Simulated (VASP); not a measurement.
A run of VASP 6.6.1:

The input INCAR:

```
SYSTEM = Mg
  PREC = Accurate
  ENCUT = 520
  EDIFF = 1E-6
  ISMEAR = -1
  SIGMA = 0.05
  LREAL = .FALSE.
  LASPH = .TRUE.
  NELM = 100
  ALGO = Normal
  ISIF = 2
  LWAVE = .FALSE.
  LCHARG = .TRUE.
  GGA = PE
  LELF = .TRUE.
  LVHAR = .TRUE.
  NBANDS = 7
```

The input KPOINTS:

```
Automatic mesh
0
G
  13 13 13
  0 0 0
```

File POSCAR:

```
Mg
1.0
   -1.7918605652      1.7918605652      1.7918605652
    1.7918605652     -1.7918605652      1.7918605652
    1.7918605652      1.7918605652     -1.7918605652
Mg
1
Direct
    0.0000000000      0.0000000000      0.0000000000
```

Potentials or basis: VASP PAW PBE potentials, release 64 (Mg).

The run is started by

```console
$ cat potpaw_PBE.64/Mg/POTCAR > POTCAR
$ mpirun -np 1 vasp_std > vasp.out
```

Hardware: 1 thread of AMD EPYC 9R45 (Zen 5), with other jobs on the host.

Question: How long does it take, and how much memory?

Answer: Run time: 6.1 s on 1 thread of AMD EPYC 9R45 (Zen 5), on a shared host, peak memory 0.11 GiB. Counts: scf iterations 9, k points 84.
